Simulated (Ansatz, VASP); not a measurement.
## Ti: VASP beside Ansatz

The input INCAR:

```
  ALGO = Normal
  EDIFF = 1E-7
  ENCUT = 520
  GGA = PE
  ISIF = 2
  ISMEAR = -1
  LASPH = True
  LCHARG = False
  LREAL = False
  LWAVE = False
  NBANDS = 19
  NELM = 100
  PREC = Accurate
  SIGMA = 0.05
```

Contents of KPOINTS:

```
k-points
0
Gamma
  10 10 6
```

File POSCAR:

```
Ti
1.0
    2.9695369932      0.0000000000      0.0000000000
   -1.4847684966      2.5716944736      0.0000000000
    0.0000000000      0.0000000000      4.7109942807
Ti
2
Direct
    0.6666666667      0.3333333333      0.7500000000
    0.3333333333      0.6666666667      0.2500000000
```

File input.yaml:

```yaml
crystal:
  lattice:
    - [2.9695369932, 0.0, 0.0]
    - [-1.4847684966, 2.5716944736, 0.0]
    - [0.0, 0.0, 4.7109942807]
  atoms:
    - { symbol: Ti, position: [0.6666666667, 0.3333333333, 0.75] }
    - { symbol: Ti, position: [0.3333333333, 0.6666666667, 0.25] }
hamiltonian:
  xc: pbe
  pseudopotentials: { kind: paw }
kpoints:
  mp_grid: { grid: [10, 10, 6] }
scf:
  occupations: { method: fermi_dirac, width: 0.05 }
output:
  forces: true
  stress: true
  eigenvalues: true
```

Change from the starting cell: volume scaled by 1.02.

Alike in both runs: task single point; functional PBE; k mesh 10 × 10 × 6; occupations fermi-dirac, width 0.05 eV; no spin polarisation.

|  | VASP | Ansatz |
| --- | --- | --- |
| version | VASP 6.6.1 | Ansatz 0.2.0 |
| potentials or method | VASP PAW PBE potentials, release 64 (Ti_sv) | Ansatz PAW |
| plane-wave cutoff (eV) | 520 | 420 |
| valence electrons in the cell | 24 | 24 |

Ansatz gave:

| Property | Result |
| --- | --- |
| gap on the k mesh at the Fermi level (eV) | none |
| pressure (GPa) | -3.5 |
| largest component of the traceless stress (GPa) | 0.26 |

**Question.** Estimate VASP's values.

**Answer.** gap on the k mesh at the Fermi level (eV): none; pressure (GPa): -3.7; largest component of the traceless stress (GPa): 0.26.

A gap of «none» marks a metal or a gap that the smearing closes.
